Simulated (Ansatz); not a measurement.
# Cd (R-3m) in Ansatz: convergence with smearing width

Aim: find how far smearing width must go before the results for Cd settle, at PBE. This setting moves, with any that are tied to it; all else stays.

Everything below comes from runs of Ansatz 0.2.0. Logs are shortened: lines on timing, memory, paths and dates and some standing lists are left out, and cuts for length are marked.

### Step 1. The structure

The structure is trigonal, space group R-3m (No. 166). The conventional cell has a = 3.216 Å, b = 3.216 Å, c = 7.348 Å, α = 90.00°, β = 90.00°, γ = 120.00°. Cd (site symmetry -3m) is surrounded by 12 Cd at 3.07 to 3.22 Å.

This isn't the form of Cd at room conditions, which is hcp.

### Step 2. With smearing width 0.3 eV

Input file input.yaml:

```yaml
crystal:
  lattice:
    - [1.6080291515, 0.9283960635, 2.44928741]
    - [-1.6080291515, 0.9283960635, 2.44928741]
    - [0.0, -1.856792127, 2.44928741]
  atoms:
    - { symbol: Cd, position: [0.0, 0.0, 0.0] }
kpoints:
  mp_grid: { grid: [10, 10, 10] }
scf:
  occupations: { method: fermi_dirac, width: 0.3 }
hamiltonian:
  xc: pbe
  pseudopotentials: { kind: all_electron, lapw: { basis_error: 0.001 } }
output:
  forces: true
  stress: true
  eigenvalues: true
```

Potentials or basis: all-electron LAPW, scalar-relativistic.

Started as:

```console
> ansatz run input.yaml --threads 1 --pin off --max-ram 3072MiB --backend cpu --events-out ev --progress --plain --runs-dir out
```

It took 27 s on 1 thread of Intel Xeon at 2.50GHz (Skylake/Cascade Lake), shared host; peak memory 0.3 GiB.

What came out:

| Item | Value |
| --- | --- |
| Free energy | -152235.4829 eV |
| Pressure | 2.3 GPa |
| Band gap on the k mesh | none (metal or under the smearing width) |

### Step 3. With smearing width 0.2 eV

Changes to input.yaml since step 2:

```diff
@@ -10,3 +10,3 @@
 scf:
-  occupations: { method: fermi_dirac, width: 0.3 }
+  occupations: { method: fermi_dirac, width: 0.2 }
 hamiltonian:
```

Potentials or basis: all-electron LAPW, scalar-relativistic.

Started as:

```console
> ansatz run input.yaml --threads 1 --pin off --max-ram 3072MiB --backend cpu --events-out ev --progress --plain --runs-dir out
```

Wall time 25 s (1 thread of Intel Xeon at 2.50GHz (Skylake/Cascade Lake), shared host); peak memory 0.3 GiB.

Results:

```
Free energy            : -152235.4541 eV
Pressure               : 2.1 GPa
Band gap on the k mesh : none (metal or under the smearing width)
```

### Step 4. With smearing width 0.15 eV

Changes to input.yaml since step 3:

```diff
@@ -10,3 +10,3 @@
 scf:
-  occupations: { method: fermi_dirac, width: 0.2 }
+  occupations: { method: fermi_dirac, width: 0.15 }
 hamiltonian:
```

Started as:

```console
> ansatz run input.yaml --threads 1 --pin off --max-ram 3072MiB --backend cpu --events-out ev --progress --plain --runs-dir out
```

It took 24 s on 1 thread of Intel Xeon at 2.50GHz (Skylake/Cascade Lake), shared host; peak memory 0.3 GiB.

What came out:

* Free energy: -152235.4438 eV
* Pressure: 2.1 GPa
* Band gap on the k mesh: none (metal or under the smearing width)

### Step 5. With smearing width 0.1 eV

Changes to input.yaml since step 4:

```diff
@@ -10,3 +10,3 @@
 scf:
-  occupations: { method: fermi_dirac, width: 0.15 }
+  occupations: { method: fermi_dirac, width: 0.1 }
 hamiltonian:
```

Started as:

```console
> ansatz run input.yaml --threads 1 --pin off --max-ram 3072MiB --backend cpu --events-out ev --progress --plain --runs-dir out
```

It took 24 s on 1 thread of Intel Xeon at 2.50GHz (Skylake/Cascade Lake), shared host; peak memory 0.3 GiB.

What came out:

```
Free energy            : -152235.4364 eV
Pressure               : 2.0 GPa
Band gap on the k mesh : none (metal or under the smearing width)
```

### Step 6. With smearing width 0.05 eV

Changes to input.yaml since step 5:

```diff
@@ -10,3 +10,3 @@
 scf:
-  occupations: { method: fermi_dirac, width: 0.1 }
+  occupations: { method: fermi_dirac, width: 0.05 }
 hamiltonian:
```

Potentials or basis: all-electron LAPW, scalar-relativistic.

Started as:

```console
> ansatz run input.yaml --threads 1 --pin off --max-ram 3072MiB --backend cpu --events-out ev --progress --plain --runs-dir out
```

It took 23 s on 1 thread of Intel Xeon at 2.50GHz (Skylake/Cascade Lake), shared host; peak memory 0.3 GiB.

What came out:

```
Free energy            : -152235.4325 eV
Pressure               : 2.1 GPa
Band gap on the k mesh : none (metal or under the smearing width)
```

### Step 7. With smearing width 0.025 eV

Changes to input.yaml since step 6:

```diff
@@ -10,3 +10,3 @@
 scf:
-  occupations: { method: fermi_dirac, width: 0.05 }
+  occupations: { method: fermi_dirac, width: 0.025 }
 hamiltonian:
```

Started as:

```console
> ansatz run input.yaml --threads 1 --pin off --max-ram 3072MiB --backend cpu --events-out ev --progress --plain --runs-dir out
```

Wall time 22 s (1 thread of Intel Xeon at 2.50GHz (Skylake/Cascade Lake), shared host); peak memory 0.3 GiB.

The run converged. Its results:

| Property | Result |
| --- | --- |
| Free energy | -152235.4318 eV |
| Pressure | 2.1 GPa |
| Band gap on the k mesh | none (metal or under the smearing width) |

### Step 8. With smearing width 0.01 eV

Changes to input.yaml since step 7:

```diff
@@ -10,3 +10,3 @@
 scf:
-  occupations: { method: fermi_dirac, width: 0.025 }
+  occupations: { method: fermi_dirac, width: 0.01 }
 hamiltonian:
```

Potentials or basis: all-electron LAPW, scalar-relativistic.

Started as:

```console
> ansatz run input.yaml --threads 1 --pin off --max-ram 3072MiB --backend cpu --events-out ev --progress --plain --runs-dir out
```

What it wrote:

```text
Warning: RAYON_NUM_THREADS=1 ignored (pool sized by the plan → 1); use --threads N
LAPW: plane waves up to 7.379 Å⁻¹, error target 1.0e-3 eV per atom; small_component_spin mean_spin; Cd in spheres of 1.537 Å, 20 of its electrons in bands, Dirac shells [] (how accurate: hamiltonian.pseudopotentials.lapw.basis_error, Limitations)
Engine: ansatz 0.2.0, x86_64-unknown-linux-gnu
Pseudopotentials: kind: all_electron
Pseudopotential: Cd, LAPW, valence charge 20, lapw/all_electron/scalar/gaussian/Cd, Koelling and Harmon's equation, gaussian nucleus
Functional definition: PBE
  parameter kappa = 0.804
  parameter beta = 0.06672455060314922
  exchange = pbe_x(kappa = kappa, mu = beta*pi^2/3)
  correlation = pbe_c(beta = beta)
Crystal: 1 atoms, lattice volume = 21.939 Å³
Basis set: ecut = 207.4760341061637 eV, 161 PW (Γ), exchange–correlation at level 2
Bands: 14, of which v1, the nominal top of the filled ones, is band 10 counted from 1 (9 counted from 0)
Symmetry: 12 space group operations
Space group: R-3m (ITA 166), of the structure as read, at distance tolerance 2.8e-5 Å
k-points: 116 of 1000
Non-local potential: Cd, projectors of the file, none
Initial density: superposition of atomic densities (chi_scale 0.1, normalization cell)
Initial wavefunctions: plane waves of lowest kinetic energy (no species holds an atomic orbital)
Functional: x = pbe(κ = 0.804, μ = 0.2195149727645171), c = pbe(β = 0.06672455060314922)
iter 1 solved again at ethr=9.55e-5 eV; its pass at ethr=1.00e-1 eV (dr2=1.91e-2 eV) is discarded
SCF iter   1: F=—  HF=-152235.479120 eV  |F-HF|=—  |Δ(HF+E_count)|=         —  Δρ=1.12e-2  dr2=1.92e-2  ethr=9.55e-5  ⟨swp⟩=3.1  Hψ=11677  notcnv=0
preconditioner: auto → none  [insulator: Δε(μ)=0.184 eV  Ē_g=15.969 eV  σ=0.010 eV  W_gap=0.65  n_scr=8 (ndim 8)  ℏωp=27.5 eV  f_vac=0.000  D(μ)=0.55/eV (n_scr^D=0)  ε∞_Penn≈4.0]
SCF iter   2: F=—  HF=-152235.435515 eV  |F-HF|=—  |Δ(HF+E_count)|=   4.36e-2  Δρ=3.78e-3  dr2=2.14e-3  ethr=9.55e-5  ⟨swp⟩=2.5  Hψ=5101  notcnv=0
SCF iter   3: F=—  HF=-152235.431250 eV  |F-HF|=—  |Δ(HF+E_count)|=   4.27e-3  Δρ=2.53e-3  dr2=9.53e-4  ethr=1.07e-5  ⟨swp⟩=2.0  Hψ=4980  notcnv=0
SCF iter   4: F=—  HF=-152235.431480 eV  |F-HF|=—  |Δ(HF+E_count)|=   2.30e-4  Δρ=1.10e-3  dr2=1.82e-4  ethr=4.77e-6  ⟨swp⟩=2.0  Hψ=4862  notcnv=0
iter 5 solved again at ethr=4.28e-8 eV; its pass at ethr=9.08e-7 eV (dr2=8.57e-6 eV) is discarded
SCF iter   5: F=—  HF=-152235.431486 eV  |F-HF|=—  |Δ(HF+E_count)|=   6.40e-6  Δρ=2.40e-4  dr2=8.56e-6  ethr=4.28e-8  ⟨swp⟩=2.0  Hψ=7786  notcnv=0
SCF iter   6: F=—  HF=-152235.431488 eV  |F-HF|=—  |Δ(HF+E_count)|=   2.02e-6  Δρ=2.57e-5  dr2=9.82e-8  ethr=4.28e-8  ⟨swp⟩=2.0  Hψ=4517  notcnv=0
SCF iter   7: F=-152235.431488 eV  HF=-152235.431488 eV  |F-HF|=2.91e-11  |Δ(HF+E_count)|=   4.11e-8  Δρ=1.43e-6  dr2=3.04e-10  ethr=4.91e-10  ⟨swp⟩=2.5  Hψ=4585  notcnv=0
SCF 1 converged in 7 iterations: F = -152235.431488 eV  dr2 = 3.04e-10
SCF converged after 7 iterations
Free energy (F): -152235.431488 eV
Harris-Foulkes:  -152235.431488 eV  (|F-HF|=2.91e-11)
Internal energy: -152235.431326 eV  (E = F + TS)
E sigma→0 (E₀):  -152235.431407 eV
Entropy (-TS):   -0.000162 eV (-0.162 meV/atom)
Fermi energy:    15.432343 eV
--- Per-component energies (eV) ---
  E_band       = -376.713192
  E_kinetic    = 159477.022371
  E_xc         = -4209.671203
  E_electrostatic = -307502.782494  (all electrons and nuclei)
  E_smearing   = -0.000162  (= −TS)
  E_closure    = 0.000000  (closes the sum)
  E_atoms      = -152234.696607  (free atoms, spherical and without spin; not in F)
  Σ components = -152235.431488   (vs F -152235.431488, Δ=0.00e0)
  Basis errors (estimates in eV, not in F): energy 2.2e-4 per atom: plane waves 2.2e-4 (1.1e-4 summed), levels above the bands 0.0e0, relativity 4.4e-8, radial functions 3.1e-6, core shells 2.5e-8; eigenvalues (radial functions only) 7.2e-6; not estimated: angular momenta, meshes, grids; target (lapw.basis_error) 1.0e-3; muffin-tin radii Cd 1.537 Å
--- Forces (eV/Å), atoms counted from 1 ---
  atom   1  Cd     0.00000000     0.00000000    -0.00000000
  max |Σ_I F_I| component: 1.64e-32 eV/Å
--- Stress (GPa, compression-positive) ---
        1.760504      -0.000000      -0.000000
       -0.000000       1.760504       0.000000
       -0.000000       0.000000       2.710874
  P = ⅓ Tr σ = 2.0773 GPa (20.773 kbar)
--- Band table (eV; the first three rows and the last of 116) ---
  k-point 0: bands = ["-87.5200", "-48.5532", "-48.5532", "-48.5456", "6.2457", "6.2457", "6.4561", "6.7387", "6.8066", "6.8066", "28.3309", "29.3533", "29.3533", "31.9920"]
  k-point 1: bands = ["-87.5197", "-48.5559", "-48.5536", "-48.5467", "6.2315", "6.2688", "6.4889", "6.8002", "6.8023", "6.9957", "26.6309", "28.6491", "29.1747", "31.5670"]
  k-point 2: bands = ["-87.5192", "-48.5636", "-48.5544", "-48.5487", "6.1330", "6.3004", "6.5545", "6.8235", "6.8336", "7.8084", "23.0337", "28.5459", "28.7700", "30.8474"]
  k-point 115: bands = ["-87.5163", "-48.5886", "-48.5618", "-48.5618", "5.8579", "6.3215", "6.3215", "7.2134", "7.2134", "13.5497", "15.0162", "26.7797", "26.7797", "27.3500"]
```

Wall time 23 s (1 thread of Intel Xeon at 2.50GHz (Skylake/Cascade Lake), shared host); peak memory 0.3 GiB.

Results:

- Free energy: -152235.4315 eV
- Pressure: 2.1 GPa
- Band gap on the k mesh: none (metal or under the smearing width)

### Step 9. Result

```
smearing width  energy less the tightest run, at zero smearing (meV/atom)  pressure (GPa)  SCF cycles  CPU time (s)  peak memory (GiB)
        0.3 eV                                                      -0.10            2.26           7            19                0.3
        0.2 eV                                                       0.63            2.11           7            18                0.3
       0.15 eV                                                       0.93            2.06           7            18                0.3
        0.1 eV                                                       0.72            2.04           7            18                0.3
       0.05 eV                                                      -0.05            2.06           7            18                0.3
      0.025 eV                                                      -0.11            2.07           7            17                0.3
       0.01 eV                                                       0.00            2.08           7            19                0.3
```

Against the tightest run, the energy stays within 1 meV/atom from 0.3 eV on; the pressure stays within 0.1 GPa from 0.2 eV on. Narrower smearing needs a denser k mesh, so at a fixed mesh the narrowest width isn't the most accurate. The tightest run that finished is the yardstick and may itself not be fully converged.
